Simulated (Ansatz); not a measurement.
The system is Ti3Ni.

```
Ni Ti
1.0
     3.93518    0.00000    0.00000
     0.00000    3.93518    0.00000
     0.00000    0.00000    3.93518
Ni Ti
1 3
Direct
  0.00000 0.00000 0.00000
  0.50000 0.50000 0.00000
  0.50000 0.00000 0.50000
  0.00000 0.50000 0.50000
```

The cell comes from a database or a generator and needn't be the stable form of this composition.

Base run:

* Program: Ansatz 0.2.0
* Functional: PBEsol
* Potentials or basis: Ansatz PAW
* Cutoff: 420 eV (not typed: the program's choice for these potentials)
* k mesh: 6 × 6 × 6
* Occupations: fermi-dirac, width 0.05 eV
* Spin: collinear spin, ferromagnetic start
* Starting moments: [1.5, 1.5, 1.5, 1.5] μB
* Fixed moment: 6 μB

Its results: pressure 2.2 GPa; site moments Ni +0.73; Ti +1.32 μB.

Question: The run is repeated on the same cell with these changes: fixed moment from 6 μB to 2 μB; moments at the start from [1.5, 1.5, 1.5, 1.5] to [0.5, 0.5, 0.5, 0.5]. What comes out?

Answer: Pressure -4.2 GPa; site moments Ni +0.30; Ti +0.43 μB.

Caveats: the total moment is fixed, so each spin has its own Fermi level; the PAW data sets come from PBE, with cores solved anew for the run's functional, which leaves a small shift of forces and pressure; the thresholds are loose for stress.
